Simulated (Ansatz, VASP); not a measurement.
# Two plane-wave programs on MnS

```xyz
2
Lattice="0.0000 2.8000 2.8000 2.8000 0.0000 2.8000 2.8000 2.8000 0.0000" Properties=species:S:1:pos:R:3 pbc="T T T"
Mn    0.0000    0.0000    0.0000
S     4.2000    4.2000    4.2000
```

Alike in both runs: task single point; functional PBE; k mesh 6 × 6 × 6; occupations gaussian, width 0.05 eV; collinear spin.

|  | VASP | Ansatz |
| --- | --- | --- |
| version | VASP 6.6.1 | Ansatz 0.2.0 |
| potentials or method | VASP PAW PBE potentials, release 64 (Mn_pv, S) | scalar-relativistic, plane waves, PAW |
| plane-wave cutoff (eV) | 520 | 420 |
| valence electrons in the cell | 19 | 21 |

```tsv
	VASP	Ansatz	Ansatz less VASP
gap on the k mesh at the Fermi level (eV)	none	none	-
pressure (GPa)	1.2	1.1	-0.07
net moment per atom (μB)	2.47	2.46	-0.002
size of the moment on the site where the two differ most (μB)	4.33	4.16	-0.172
```

Site moments also hang on the region over which each program counts them. A gap of «none» marks a metal or a gap that the smearing closes. The two sets of potentials don't hold the same shells in valence. Ansatz warned: «stability_check_not_made».

Caveats: a cell with one magnetic atom can't hold antiferromagnetic order, which such compounds often take; semilocal functionals often make such compounds metallic where correlation or magnetic order opens a gap, which also shifts bond lengths.
